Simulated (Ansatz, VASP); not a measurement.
**Sc in VASP and in Ansatz**

INCAR

```
SYSTEM = Sc
PREC = Accurate
ENCUT = 520
EDIFF = 1E-8
ISMEAR = -1
SIGMA = 0.05
LREAL = .False.
LASPH = .True.
NELM = 100
ALGO = Fast
ISIF = 2
LWAVE = .False.
LCHARG = .False.
GGA = PE
LEFG = .True.
NBANDS = 12
```

KPOINTS

```
regular mesh
0
Gamma
  12 12 12
  0 0 0
```

POSCAR

```
Sc
1.0
    3.0576497817      0.0000000000      0.0000000000
    0.0000000000      3.0576497817      0.0000000000
    0.0000000000      0.0000000000      2.9685920211
Sc
1
Direct
    0.0000000000      0.0000000000      0.0000000000
```

Input for Ansatz:

```yaml
crystal:
  lattice:
    - [3.0576497817, 0.0, 0.0]
    - [0.0, 3.0576497817, 0.0]
    - [0.0, 0.0, 2.9685920211]
  atoms:
    - { symbol: Sc, position: [0.0, 0.0, 0.0] }
kpoints:
  mp_grid: { grid: [12, 12, 12] }
scf:
  occupations: { method: fermi_dirac, width: 0.05 }
hamiltonian:
  xc: pbe
  pseudopotentials: { kind: paw }
output:
  forces: true
  stress: true
  eigenvalues: true
  efg: { contact_densities: true }
```

Change from the starting cell: x and y stretched by +3 %, z held, PAW files.

Alike in both runs: task electric field gradients; functional PBE; k mesh 12 × 12 × 12; occupations fermi-dirac, width 0.05 eV; no spin polarisation.

```csv
,VASP,Ansatz
version,VASP 6.6.1,Ansatz 0.2.0
potentials or method,"VASP PAW PBE potentials, release 64 (Sc_sv)","PAW with Ansatz's default frozen-core files, scalar-relativistic"
plane-wave cutoff (eV),520,420
valence electrons in the cell,11,11
```

```csv
,VASP,Ansatz,Ansatz less VASP
pressure (GPa),-1.9,-1.9,-0.01
largest component of the traceless stress (GPa),0.29,0.28,-0.016
Vzz of the field gradient on the site that differs most (V/Å²),2.4,1.6,-0.83
```
